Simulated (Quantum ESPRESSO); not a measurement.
The system is Hf.

```xyz
2
Lattice="3.1967 0.0000 0.0000 -1.5983 2.7684 0.0000 0.0000 0.0000 5.0578" Properties=species:S:1:pos:R:3 pbc="T T T"
Hf    1.5984    0.9228    3.7934
Hf    0.0000    1.8456    1.2645
```

Program: Quantum ESPRESSO 7.5. Alike in all runs: task band structure; cell as given; k mesh 10 × 10 × 5; cutoff (eV) 789; smearing fermi-dirac 0.05 eV.

Q: Order these runs on this cell by their pressure, lowest first.
A. level PBE; potentials or basis PseudoDojo 0.4 FR PBE standard; spin SOC, no magnetisation
B. level LDA; potentials or basis PseudoDojo 0.4.1 SR LDA standard; spin off; form of the LDA correlation PW92
C. level PBEsol; potentials or basis PseudoDojo 0.4.1 SR PBEsol standard; spin off

A: B (-8.9 GPa), C (-3.6 GPa), A (0.5 GPa).
